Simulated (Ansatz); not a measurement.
**AgCl: stress in a strained cell**

Aim: deform AgCl (zz strain of +2 %) and compute stress, forces and field gradients with LAPW, PAW and all-electron datasets made for the crystal.

Program: Ansatz 0.2.0. Level of theory: DFT PBEsol, scalar-relativistic. These are calculated values, not measurements.

### Step 1. The structure to begin with

The structure is orthorhombic, space group Cmcm (No. 63). Conventional cell: a = 3.742 Å, b = 11.113 Å, c = 3.924 Å, α = 90.00°, β = 90.00°, γ = 90.00°. Around Ag (site symmetry m2m) lie 5 Cl at 2.73 to 2.91 Å and 2 Ag at 3.02 Å. Cl (site symmetry m2m) is surrounded by 5 Ag at 2.73 to 2.91 Å.

Structure file:

```cif
data_structure
_symmetry_space_group_name_H-M 'Cmcm'
_symmetry_Int_Tables_number 63
_cell_length_a 3.7418
_cell_length_b 11.1132
_cell_length_c 3.9240
_cell_angle_alpha 90.000
_cell_angle_beta 90.000
_cell_angle_gamma 90.000
_cell_volume 163.18
loop_
_atom_site_label
_atom_site_type_symbol
_atom_site_symmetry_multiplicity
_atom_site_Wyckoff_symbol
_atom_site_fract_x
_atom_site_fract_y
_atom_site_fract_z
_atom_site_occupancy
Ag1 Ag 4 c 0.00000 0.60344 0.75000 1
Cl1 Cl 4 c 0.50000 0.63455 0.25000 1
```

The file gives the conventional cell by its symmetry; the runs use the cell typed in the input.

Atoms are numbered in the order of the input: Ag1, Ag2, Cl3, Cl4.

### Step 2. The deformed structure

Space group Cmcm before, Cmcm after.

### Step 3. All-electron LAPW

The input, input.yaml:

```yaml
crystal:
  lattice:
    - [1.870909703, -5.5565952358, 0.0]
    - [1.870909703, 5.5565952358, 0.0]
    - [0.0, 0.0, 4.002518097]
  atoms:
    - { symbol: Ag, position: [0.3965554, 0.6034446, 0.75] }
    - { symbol: Ag, position: [0.6034446, 0.3965554, 0.25] }
    - { symbol: Cl, position: [0.86544873, 0.13455127, 0.25] }
    - { symbol: Cl, position: [0.13455127, 0.86544873, 0.75] }
kpoints:
  mp_grid: { grid: [9, 9, 8] }
  band_path:
    path:
      - [0.0, 0.0, 0.0]
      - [-0.5, 0.5, 0.0]
      - [-0.2783418463, 0.7216581537, 0.0]
      - [0.2783418463, 0.2783418463, 0.0]
      - [0.0, 0.0, 0.0]
      - [0.0, 0.0, 0.5]
      - [0.2783418463, 0.2783418463, 0.5]
      - [-0.2783418463, 0.7216581537, 0.5]
      - [-0.5, 0.5, 0.5]
    npoints: 5
scf:
  occupations: { method: fermi_dirac, width: 0.03 }
hamiltonian:
  xc: pbesol
  pseudopotentials: { kind: all_electron, lapw: { basis_error: 0.001 } }
output:
  forces: true
  stress: true
  eigenvalues: true
```

On the command line:

```console
$ ansatz run input.yaml --threads 1 --pin off --max-ram 6144MiB --backend cpu --events-out ev --progress --plain --runs-dir out
```

### Step 4. Frozen-core PAW

The input, input.yaml:

```yaml
crystal:
  lattice:
    - [1.870909703, -5.5565952358, 0.0]
    - [1.870909703, 5.5565952358, 0.0]
    - [0.0, 0.0, 4.002518097]
  atoms:
    - { symbol: Ag, position: [0.3965554, 0.6034446, 0.75] }
    - { symbol: Ag, position: [0.6034446, 0.3965554, 0.25] }
    - { symbol: Cl, position: [0.86544873, 0.13455127, 0.25] }
    - { symbol: Cl, position: [0.13455127, 0.86544873, 0.75] }
kpoints:
  mp_grid: { grid: [9, 9, 8] }
scf:
  occupations: { method: fermi_dirac, width: 0.03 }
hamiltonian:
  xc: pbesol
  pseudopotentials: { kind: paw }
output:
  forces: true
  stress: true
  eigenvalues: true
  efg: { contact_densities: true }
  write_density: true
  write_potential: true
  elf: true
  volumetric_format: npy
```

### Step 5. Datasets made for this crystal

input.yaml, as its differences from that of step 4:

```diff
@@ -16,3 +16,3 @@
   xc: pbesol
-  pseudopotentials: { kind: paw }
+  pseudopotentials: { kind: all_electron, datasets: crystal }
 output:
@@ -22,5 +22 @@
   efg: { contact_densities: true }
-  write_density: true
-  write_potential: true
-  elf: true
-  volumetric_format: npy
```

(Steps that only read results are left out.)

Before running it: what results should come out? Wanted: pressure; largest shear or deviatoric stress.

**Answer**, as computed:

| quantity | value |
| --- | --- |
| pressure | LAPW -3.88, PAW -3.88, crystal datasets -3.88 GPa |
| largest shear or deviatoric stress (LAPW) | 0.82 GPa |

In words: The largest part of the stress beyond the pressure is 0.82 GPa in size, in the yy component; the atoms are carried along and not relaxed. No run of the undeformed cell stands beside it, so the pressure holds what the given cell had before the change. PAW: stress within 0.01 GPa of LAPW, forces within 1 meV/Å. Crystal datasets: stress within 0.01 GPa of LAPW, forces within 1 meV/Å.
